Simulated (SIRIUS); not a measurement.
**Ba in SIRIUS: convergence with k mesh**

Ba:

```
Ba
1.0
     0.00000    3.23267    3.23267
     3.23267    0.00000    3.23267
     3.23267    3.23267    0.00000
Ba
1
Cartesian
  0.0000 0.0000 0.0000
```

This isn't the form of Ba at room conditions, which is bcc.

| Item | Value |
| --- | --- |
| Program | SIRIUS 7.12.0 |
| Task | convergence study |
| Functional | PBE |
| Potentials or basis | all-electron FP-LAPW |
| Cutoff | 170 eV |
| Basis | apw+lo standard |
| k mesh | 1 × 1 × 1 |
| Occupations | fermi-dirac, width 0.05 eV |
| Spin | no spin polarisation |

These are the settings of the first run; the series varies k mesh, with any setting tied to it.

Hardware: 1 thread of Arm Neoverse V2 (shared host).

| k mesh | energy less the tightest run, at zero smearing (meV/atom) | SCF cycles | CPU time (s) | peak memory (GiB) |
| --- | --- | --- | --- | --- |
| 1 × 1 × 1 | -3028.23 | 7 | 25 | 0.38 |
| 2 × 2 × 2 | -568.49 | 6 | 24 | 0.38 |
| 3 × 3 × 3 | 163.14 | 7 | 27 | 0.39 |
| 4 × 4 × 4 | -22.03 | 7 | 29 | 0.4 |
| 6 × 6 × 6 | 21.14 | 7 | 34 | 0.42 |
| 7 × 7 × 7 | -5.65 | 7 | 37 | 0.44 |
| 9 × 9 × 9 | 0.00 | 7 | 47 | 0.48 |

Not settled before the last step: the energy (to 1 meV/atom). Meshes of other sizes hit other points, so gaps and Fermi surfaces needn't settle smoothly. The tightest run that finished is the yardstick and may itself not be fully converged.

The run has no spin-orbit coupling, so splittings on Ba are missing.
